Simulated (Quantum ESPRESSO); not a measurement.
Al:

```
Al
1.0
    -1.40632    1.88574    1.66382
     1.50253   -1.68376    1.55804
     2.60554    3.26620    0.29819
Al
2
Direct
  0.00633 0.00461 0.00702
  0.49367 0.49539 0.49298
```

This isn't the form of Al at room conditions, which is fcc.

Below is the output of Quantum ESPRESSO 7.5 for this cell. Logs are shortened: lines on timing, memory, paths and dates and some standing lists are left out, and cuts for length are marked.

```text
This program is part of the open-source Quantum ESPRESSO suite
     for quantum simulation of materials; please cite
         "P. Giannozzi et al., J. Phys.:Condens. Matter 21 395502 (2009);
         "P. Giannozzi et al., J. Phys.:Condens. Matter 29 465901 (2017);
         "P. Giannozzi et al., J. Chem. Phys. 152 154105 (2020);
     in publications or presentations arising from this work. More details at

     file Al.pbe-n-kjpaw_psl.1.0.0.UPF: wavefunction(s)  3S 3P renormalized
     Message from routine setup:
     using ibrav=0 with symmetry is DISCOURAGED, use correct ibrav instead

     G-vector sticks info
     --------------------
     sticks:   dense  smooth     PW     G-vecs:    dense   smooth      PW
     Sum         939     467    155                31719    11221    2155

     Using Slab Decomposition

     bravais-lattice index     =            0
     lattice parameter (alat)  =       5.4449  a.u.
     unit-cell volume          =     203.3792 (a.u.)^3
     number of atoms/cell      =            2
     number of atomic types    =            1
     number of electrons       =         6.00
     number of Kohn-Sham states=            8
     kinetic-energy cutoff     =      55.0000  Ry
     charge density cutoff     =     440.0000  Ry
     scf convergence threshold =      4.0E-10
     mixing beta               =       0.5000
     number of iterations used =            8  plain     mixing
     Exchange-correlation= SLA  PW   PBX  PBC
                           (   1   4   3   4   0   0   0)

     celldm(1)=   5.444920  celldm(2)=   0.000000  celldm(3)=   0.000000
     celldm(4)=   0.000000  celldm(5)=   0.000000  celldm(6)=   0.000000

     crystal axes: (cart. coord. in units of alat)
               a(1) = (  -0.488080   0.654470   0.577449 )
               a(2) = (   0.521470  -0.584369   0.540738 )
               a(3) = (   0.904285   1.133575   0.103491 )

     reciprocal axes: (cart. coord. in units 2 pi/alat)
               b(1) = ( -0.534527  0.345280  0.888620 )
               b(2) = (  0.465795 -0.454557  0.908893 )
               b(3) = (  0.548732  0.448489 -0.044502 )

     PseudoPot. # 1 for Al read from file:
     Al.pbe-n-kjpaw_psl.1.0.0.UPF
     Pseudo is Projector augmented-wave + core cor, Zval =  3.0
     Generated using "atomic" code by A. Dal Corso  v.5.1
     Shape of augmentation charge: PSQ
     Using radial grid of 1135 points,  6 beta functions with:
                l(1) =   0
                l(2) =   0
                l(3) =   1
                l(4) =   1
                l(5) =   2
                l(6) =   2
     Q(r) pseudized with 0 coefficients

     atomic species   valence    mass     pseudopotential
     Al                3.00    26.98150     Al( 1.00)

      2 Sym. Ops., with inversion, found ( 1 have fractional translation)

   Cartesian axes

     site n.     atom                  positions (alat units)
         1        Al     tau(   1) = (   0.0056658   0.0094037   0.0068745  )
         2        Al     tau(   2) = (   0.4631720   0.5924342   0.6039647  )

     number of k points=   352  Fermi-Dirac smearing, width (Ry)=  0.0037

     Number of k-points >= 100: set verbosity='high' to print them.

     Dense  grid:    31719 G-vectors     FFT dimensions: (  40,  36,  54)

     Smooth grid:    11221 G-vectors     FFT dimensions: (  30,  30,  40)

     Initial potential from superposition of free atoms

     starting charge       5.9954, renormalised to       6.0000
     Starting wfcs are    8 randomized atomic wfcs

     Self-consistent Calculation

     iteration #  1     ecut=    55.00 Ry     beta= 0.50
     Davidson diagonalization with overlap
     ethr =  1.00E-02,  avg # of iterations =  5.8

     Threshold (ethr) on eigenvalues was too large:
     Diagonalizing with lowered threshold

     Davidson diagonalization with overlap
     ethr =  2.09E-04,  avg # of iterations =  3.9

     total energy              =     -78.96878519 Ry
     estimated scf accuracy    <       0.01299149 Ry

     iteration #  2     ecut=    55.00 Ry     beta= 0.50
     Davidson diagonalization with overlap
     ethr =  2.17E-04,  avg # of iterations =  1.1

     total energy              =     -78.96844496 Ry
     estimated scf accuracy    <       0.00275225 Ry

     iteration #  3     ecut=    55.00 Ry     beta= 0.50
     Davidson diagonalization with overlap
     ethr =  4.59E-05,  avg # of iterations =  2.0

     total energy              =     -78.96847941 Ry
     estimated scf accuracy    <       0.00013236 Ry
[... 18 lines left out ...]
     total energy              =     -78.96849304 Ry
     estimated scf accuracy    <       0.00000005 Ry

     iteration #  6     ecut=    55.00 Ry     beta= 0.50
     Davidson diagonalization with overlap
     ethr =  8.85E-10,  avg # of iterations =  2.5

     total energy              =     -78.96849307 Ry
     estimated scf accuracy    <       0.00000002 Ry

     iteration #  7     ecut=    55.00 Ry     beta= 0.50
     Davidson diagonalization with overlap
     ethr =  2.56E-10,  avg # of iterations =  1.2

     End of self-consistent calculation

     Number of k-points >= 100: set verbosity='high' to print the bands.

     the Fermi energy is     8.7846 ev

!    total energy              =     -78.96849307 Ry
     total all-electron energy =      -971.254056 Ry
     estimated scf accuracy    <          3.3E-11 Ry
     smearing contrib. (-TS)   =      -0.00054623 Ry
     internal energy E=F+TS    =     -78.96794684 Ry

     The total energy is F=E-TS. E is the sum of the following terms:
     one-electron contribution =       6.77079470 Ry
     hartree contribution      =       0.02795362 Ry
     xc contribution           =      -5.29718954 Ry
     ewald contribution        =     -11.07778889 Ry
     one-center paw contrib.   =     -69.39171673 Ry

     convergence has been achieved in   7 iterations

     Forces acting on atoms (cartesian axes, Ry/au):

     atom    1 type  1   force =    -0.01338151   -0.01034199    0.00527271
     atom    2 type  1   force =     0.01338151    0.01034199   -0.00527271

     Total force =     0.025053     Total SCF correction =     0.000003

     Computing stress (Cartesian axis) and pressure

          total   stress  (Ry/bohr**3)                   (kbar)     P=      150.25
   0.00092948   0.00061129  -0.00051761          136.73       89.92      -76.14
   0.00061129   0.00128649  -0.00066526           89.92      189.25      -97.86
  -0.00051761  -0.00066526   0.00084816          -76.14      -97.86      124.77

=------------------------------------------------------------------------------=
   JOB DONE.
=------------------------------------------------------------------------------=
```

What input gives this log?

Single point with PBE, no spin polarisation. The files as run (others can give the same):

pw.in
```
&CONTROL
  calculation = 'scf'
  prefix = 'pwscf'
  outdir = './tmp'
  pseudo_dir = './pseudo'
  tprnfor = .true.
  tstress = .true.
  disk_io = 'nowf'
/
&SYSTEM
  ibrav = 0
  nat = 2
  ntyp = 1
  ecutwfc = 55
  ecutrho = 440
  nbnd = 8
  occupations = 'smearing'
  smearing = 'fd'
  degauss = 0.00367493
/
&ELECTRONS
  conv_thr = 4d-10
  electron_maxstep = 120
  mixing_beta = 0.5
/
ATOMIC_SPECIES
Al    26.9815 Al.pbe-n-kjpaw_psl.1.0.0.UPF
CELL_PARAMETERS angstrom
  -1.4063174600    1.8857434000    1.6638188300
   1.5025265500   -1.6837595700    1.5580441000
   2.6055416700    3.2662006400    0.2981929100
ATOMIC_POSITIONS crystal
Al     0.0063271800    0.0046127300    0.0070204900
Al     0.4936728200    0.4953872700    0.4929795100
K_POINTS automatic
10 10 7 0 0 0
```

Potentials or basis: SSSP 1.3 efficiency PBE.
Launch:
```sh
$ OMP_NUM_THREADS=1 pw.x -in pw.in > pw.out
```

Caveat: so large a pressure means that the cell lies far from this level's equilibrium, or that cutoff or potentials fall short.
